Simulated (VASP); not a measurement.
# Nd (Im-3m) in VASP: a series of runs

One crystal, Nd, is run at these levels: PBE; tasks: single point.

Everything below comes from runs of VASP 6.6.1. Logs are shortened: lines on timing, memory, paths and dates and some standing lists are left out, and cuts for length are marked.

**1. Starting point**

The structure is cubic, space group Im-3m (No. 229). The conventional cell has a = 4.151 Å, b = 4.151 Å, c = 4.151 Å, α = 90.00°, β = 90.00°, γ = 90.00°. Around Nd (site symmetry m-3m) lie 8 Nd at 3.59 Å.

This isn't the form of Nd at room conditions, which is double hcp.

**2. Single point, PBE, collinear spin, ferromagnetic start**

INCAR reads:

```
SYSTEM = Nd
  ADDGRID = .False.
  ALGO = Normal
  EDIFF = 1E-6
  ENCUT = 520
  GGA = PE
  ISIF = 2
  ISMEAR = -1
  ISPIN = 2
  LASPH = .True.
  LCHARG = .False.
  LMAXMIX = 6
  LORBIT = 11
  LREAL = Auto
  LWAVE = .False.
  MAGMOM = 3
  NBANDS = 16
  NELM = 100
  PREC = Accurate
  SIGMA = 0.1
```

KPOINTS reads:

```
k-points
0
Gamma
  9 9 9
  0 0 0
```

POSCAR reads:

```
Nd
1.0
   -2.0754700287      2.0754700287      2.0754700287
    2.0754700287     -2.0754700287      2.0754700287
    2.0754700287      2.0754700287     -2.0754700287
Nd
1
Direct
    0.0000000000      0.0000000000      0.0000000000
```

Potentials or basis: VASP PAW PBE potentials, release 64 (Nd_3), 4f in core.

Command:

```sh
> cat potpaw_PBE.64/Nd_3/POTCAR > POTCAR
> mpirun -np 1 vasp_std > vasp.out
```

OUTCAR:

```text
SYSTEM = Nd
   EDIFF = 1E-6
   ENCUT = 520
   GGA = PE
   ISIF = 2
   ISMEAR = -1
   ISPIN = 2
   LASPH = .True.
   LORBIT = 11
   LREAL = Auto
   NELM = 100
   PREC = Accurate

 Found     35 irreducible k-points:

 Following reciprocal coordinates:
            Coordinates               Weight
  0.000000  0.000000  0.000000      1.000000
  0.111111  0.000000  0.000000     12.000000
  0.222222  0.000000  0.000000     12.000000
  0.333333  0.000000  0.000000     12.000000
  0.444444  0.000000  0.000000     12.000000
  0.111111  0.111111  0.000000     24.000000
   k-points           NKPTS =     35   k-points in BZ     NKDIM =     35   number of bands    NBANDS=     16
   number of dos      NEDOS =    301   number of ions     NIONS =      1
   total plane-waves  NPLWV =  21952
   dimension x,y,z NGX =    28 NGY =   28 NGZ =   28
   dimension x,y,z NGXF=    56 NGYF=   56 NGZF=   56
   ions per type =               1
   NGX,Y,Z   is equivalent  to a cutoff of  12.95, 12.95, 12.95 a.u.
   NGXF,Y,Z  is equivalent  to a cutoff of  25.90, 25.90, 25.90 a.u.
 SYSTEM =  Nd
   PREC   = accura    normal or accurate (medium, high low for compatibility)
   ISTART =      0    job   : 0-new  1-cont  2-samecut
   ICHARG =      2    charge: 1-file 2-atom 10-const
   ISPIN  =      2    spin polarized calculation?
   LNONCOLLINEAR =      F non collinear calculations
   LSORBIT =      F    spin-orbit coupling
   LASPH  =      T    aspherical Exc in radial PAW
   ENCUT  =  520.0 eV  38.22 Ry    6.18 a.u.   6.68  6.68  6.68*2*pi/ulx,y,z
   NELM   =    100;   NELMIN=  2; NELMDL= -5     # of ELM steps
   EDIFF  = 0.1E-05   stopping-criterion for ELM
   LREAL  =      T    real-space projection
   EDIFFG = 0.1E-04   stopping-criterion for IOM
   NSW    =      0    number of steps for IOM
   IBRION =     -1    ionic relax: 0-MD 1-quasi-New 2-CG
   NFREE  =      0    steps in history (QN), initial steepest desc. (CG)
   ISIF   =      2    stress and relaxation
   ISYM   =      2    0-nonsym 1-usesym 2-fastsym
   POTIM  = 0.5000    time-step for ionic-motion
   TEBEG  =    0.0;   TEEND  =   0.0 temperature during run
   PSTRESS=    0.0 pullay stress
   NELECT =      11.0000    total number of electrons
   NUPDOWN=      -1.0000    fix difference up-down
   EMIN   =  10.00;   EMAX   =-10.00  energy-range for DOS
   EFERMI =   0.00;   METHOD = LEGACY
   ISMEAR =    -1;   SIGMA  =   0.10  broadening in eV -4-tet -1-fermi 0-gaus
   EFERMI_NEDOS =   21; number of points for ismear=-14 and -15
   IALGO  =     38    algorithm
   IMIX   =      4    mixing-type and parameters
     AMIX     =   0.40;   BMIX     =  1.00
     AMIX_MAG =   1.60;   BMIX_MAG =  1.00
  volume/ion in A,a.u.               =      35.76       241.33
  Fermi-wavevector in a.u.,A,eV,Ry     =   1.105103  2.088341 16.616139  1.221252
  Thomas-Fermi vector in A             =   2.241585
   LORBIT       =     11    0 simple, 1 ext, 2 COOP (PROOUT), +10 PAW based schemes
   GGA     = PE    functional components
   LHFCALC =     F    Hartree Fock is set to
   AEXX    =    0.0000 exact exchange contribution
   IVDW    =     0    specifies the selected vdW correction
   LEPSILON=     F    determine dielectric tensor
   LRPA    =     F    only Hartree local field effects (RPA)
 spin polarized calculation
  energy-cutoff  :      520.00
  volume of cell :       35.76
 maximum number of plane-waves:       973
   NGX = 13   NGY = 13   NGZ = 13

 number of electron      11.0000000 magnetization       0.0016181

 Free energy of the ion-electron system (eV)
  ---------------------------------------------------
  ext. energy  EPLUGINS =         0.00000000
  ---------------------------------------------------
  free energy    TOTEN  =        -4.62227207 eV

  energy without entropy =       -4.54511985  energy(sigma->0) =       -4.58369596

 E-fermi :   3.3432     XC(G=0):  -9.5963

 val. band max:        3.3429963648   @ k =   0.3333   0.1111   0.0000
 cond. band min:       3.3442190137   @ k =   0.3333   0.1111   0.0000
 fundamental gap:      0.0012226489
 Fermi energy:         3.3431813485

 spin component 1

 k-point     1 :       0.0000    0.0000    0.0000
  band No.  band energies     occupation
      1     -34.6724      1.00000
      2     -15.3028      1.00000
      3     -15.3028      1.00000
      4     -15.3028      1.00000
      5      -0.6116      1.00000
      6       4.7708      0.00000
      7       4.7708      0.00000
      8       4.7708      0.00000
      9       6.9375      0.00000
     10       6.9375      0.00000
     11      12.7749      0.00000
     12      12.7749      0.00000
     13      12.7749      0.00000
     14      20.6428      0.00000
     15      20.6428      0.00000
     16      22.3148      0.00000

 k-point     2 :       0.1111    0.0000    0.0000
  band No.  band energies     occupation
      1     -34.6585      1.00000
      2     -15.4273      1.00000
      3     -15.3403      1.00000
      4     -15.3038      1.00000
      5      -0.2548      1.00000
      6       4.5203      0.00001
      7       4.6572      0.00000
      8       5.1372      0.00000
      9       6.5806      0.00000
     10       6.9293      0.00000
     11      13.1270      0.00000
     12      13.4235      0.00000
     13      13.8223      0.00000
     14      18.4860      0.00000
     15      19.3416      0.00000
     16      22.0856      0.00000

 k-point     3 :       0.2222    0.0000    0.0000
  band No.  band energies     occupation
      1     -34.6233      1.00000
      2     -15.7282      1.00000
      3     -15.4335      1.00000
      4     -15.3066      1.00000
      5       0.6157      1.00000
      6       3.9846      0.00164
      7       4.2296      0.00014
      8       6.1934      0.00000
      9       6.4870      0.00000
     10       6.9975      0.00000
     11      13.4430      0.00000
     12      15.1219      0.00000
     13      15.1410      0.00000
     14      17.0597      0.00000
     15      18.1580      0.00000
     16      20.5394      0.00000

 k-point     4 :       0.3333    0.0000    0.0000
  band No.  band energies     occupation
      1     -34.5828      1.00000
      2     -16.0488      1.00000
      3     -15.5365      1.00000
      4     -15.3099      1.00000
      5       1.3042      1.00000
      6       3.4873      0.19132
      7       4.2813      0.00008
      8       6.8459      0.00000
      9       7.2572      0.00000
     10       7.7897      0.00000
     11      12.3681      0.00000
     12      13.8358      0.00000
     13      17.5491      0.00000
     14      17.7098      0.00000
     15      18.3014      0.00000
     16      19.6550      0.00000

 k-point     5 :       0.4444    0.0000    0.0000
  band No.  band energies     occupation
      1     -34.5561      1.00000
      2     -16.2477      1.00000
      3     -15.6021      1.00000
      4     -15.3120      1.00000
      5       1.3728      1.00000
      6       3.2056      0.79825
      7       5.1601      0.00000
      8       6.9958      0.00000
      9       7.6042      0.00000
     10       9.4384      0.00000
     11      11.2789      0.00000
     12      12.6841      0.00000
     13      15.2762      0.00000
     14      17.7348      0.00000
     15      20.1961      0.00000
     16      20.9591      0.00000

 k-point     6 :       0.1111    0.1111    0.0000
  band No.  band energies     occupation
      1     -34.6340      1.00000
      2     -15.6339      1.00000
      3     -15.3843      1.00000
      4     -15.3331      1.00000
      5       0.3778      1.00000
      6       4.2117      0.00017
      7       4.2415      0.00013
      8       5.9130      0.00000
      9       6.2397      0.00000
     10       7.1315      0.00000
     11      13.6238      0.00000
     12      14.3903      0.00000
     13      15.0233      0.00000
     14      16.9403      0.00000
     15      19.4345      0.00000
     16      19.5283      0.00000

 [... further k-points ...]

 spin component 2

 k-point     1 :       0.0000    0.0000    0.0000
  band No.  band energies     occupation
      1     -34.6720      1.00000
      2     -15.3023      1.00000
      3     -15.3023      1.00000
      4     -15.3023      1.00000
      5      -0.6105      1.00000
      6       4.7721      0.00000
      7       4.7721      0.00000
      8       4.7721      0.00000
      9       6.9380      0.00000
     10       6.9380      0.00000
     11      12.7762      0.00000
     12      12.7762      0.00000
     13      12.7762      0.00000
     14      20.6436      0.00000
     15      20.6436      0.00000
     16      22.3157      0.00000

 k-point     2 :       0.1111    0.0000    0.0000
  band No.  band energies     occupation
      1     -34.6582      1.00000
      2     -15.4268      1.00000
      3     -15.3398      1.00000
      4     -15.3034      1.00000
      5      -0.2536      1.00000
      6       4.5215      0.00001
      7       4.6584      0.00000
      8       5.1384      0.00000
      9       6.5812      0.00000
     10       6.9298      0.00000
     11      13.1283      0.00000
     12      13.4248      0.00000
     13      13.8235      0.00000
     14      18.4869      0.00000
     15      19.3425      0.00000
     16      22.0866      0.00000

 k-point     3 :       0.2222    0.0000    0.0000
  band No.  band energies     occupation
      1     -34.6229      1.00000
      2     -15.7276      1.00000
      3     -15.4330      1.00000
      4     -15.3061      1.00000
      5       0.6168      1.00000
      6       3.9858      0.00162
      7       4.2307      0.00014
      8       6.1946      0.00000
      9       6.4877      0.00000
     10       6.9980      0.00000
     11      13.4441      0.00000
     12      15.1229      0.00000
     13      15.1422      0.00000
     14      17.0606      0.00000
     15      18.1591      0.00000
     16      20.5406      0.00000

 k-point     4 :       0.3333    0.0000    0.0000
  band No.  band energies     occupation
      1     -34.5824      1.00000
      2     -16.0483      1.00000
      3     -15.5360      1.00000
      4     -15.3094      1.00000
      5       1.3054      1.00000
      6       3.4886      0.18940
      7       4.2823      0.00008
      8       6.8467      0.00000
      9       7.2578      0.00000
     10       7.7907      0.00000
     11      12.3691      0.00000
     12      13.8367      0.00000
     13      17.5503      0.00000
     14      17.7111      0.00000
     15      18.3024      0.00000
     16      19.6562      0.00000

 k-point     5 :       0.4444    0.0000    0.0000
  band No.  band energies     occupation
      1     -34.5557      1.00000
      2     -16.2471      1.00000
      3     -15.6016      1.00000
      4     -15.3116      1.00000
      5       1.3740      1.00000
      6       3.2069      0.79623
      7       5.1611      0.00000
      8       6.9965      0.00000
      9       7.6048      0.00000
     10       9.4392      0.00000
     11      11.2799      0.00000
     12      12.6848      0.00000
     13      15.2778      0.00000
     14      17.7361      0.00000
     15      20.1973      0.00000
     16      20.9601      0.00000

 k-point     6 :       0.1111    0.1111    0.0000
  band No.  band energies     occupation
      1     -34.6336      1.00000
      2     -15.6334      1.00000
      3     -15.3838      1.00000
      4     -15.3326      1.00000
      5       0.3790      1.00000
      6       4.2129      0.00017
      7       4.2427      0.00012
      8       5.9142      0.00000
      9       6.2404      0.00000
     10       7.1320      0.00000
     11      13.6250      0.00000
     12      14.3914      0.00000
     13      15.0244      0.00000
     14      16.9413      0.00000
     15      19.4354      0.00000
     16      19.5293      0.00000

 [... further k-points ...]
[... 5 lines left out ...]
  --------------------------------------------------------------------------------------
  -------------------------------------------------------------------------------------
  Total       -0.0196387     -0.0196387     -0.0196387      0.0000000     -0.0000000      0.0000000
  in kB       -0.8798624     -0.8798624     -0.8798624      0.0000000     -0.0000000      0.0000000
  external PRESSURE =      -0.8798624 kB  Pullay stress =       0.0000000 kB

 VOLUME and BASIS-vectors are now :
 -----------------------------------------------------------------------------
  energy-cutoff  :      520.00
  volume of cell :       35.76
      direct lattice vectors                 reciprocal lattice vectors
    -2.075470029  2.075470029  2.075470029     0.000000000  0.240909285  0.240909285
     2.075470029 -2.075470029  2.075470029     0.240909285  0.000000000  0.240909285
     2.075470029  2.075470029 -2.075470029     0.240909285  0.240909285  0.000000000

 POSITION                                       TOTAL-FORCE (eV/Angst)
 -----------------------------------------------------------------------------------
      0.00000      0.00000      0.00000         0.000000     -0.000000      0.000000
 -----------------------------------------------------------------------------------
    total drift:                               -0.000000     -0.000000     -0.000000

  FREE ENERGIE OF THE ION-ELECTRON SYSTEM (eV)
  ---------------------------------------------------
  free  energy   TOTEN  =        -4.6222720702 eV

  energy  without entropy=       -4.5451198527  energy(sigma->0) =       -4.58369596

 total charge

# of ion       s       p       d       tot
------------------------------------------
    1        2.154   5.774   0.953   8.881

 magnetization (x)

# of ion       s       p       d       tot
------------------------------------------
    1        0.000   0.000   0.001   0.001
```

Run time: 60 s. Hardware: 1 thread of Intel Xeon Platinum 8488C (Sapphire Rapids), shared host; peak memory 0.18 GiB.

The run converged, but some of its settings lie outside the range that counts as converged, so its numbers aren't taken as properties of the crystal.

What came out:

- Free energy: -4.6223 eV
- Pressure: -0.1 GPa
- Band gap on the k mesh: none (metal or under the smearing width)
- Net moment: 0.00 μB per cell
- Valence electrons inside the program's atomic spheres: Nd 8.88

Caveat: the magnetic or orbital state may not be the lowest; spin-orbit coupling is left out, which moves the levels of the heavy elements; the 4f electrons are frozen in the core as for a trivalent ion, so they carry no moment and show no levels.

(Part 1 of 2 ends here.)
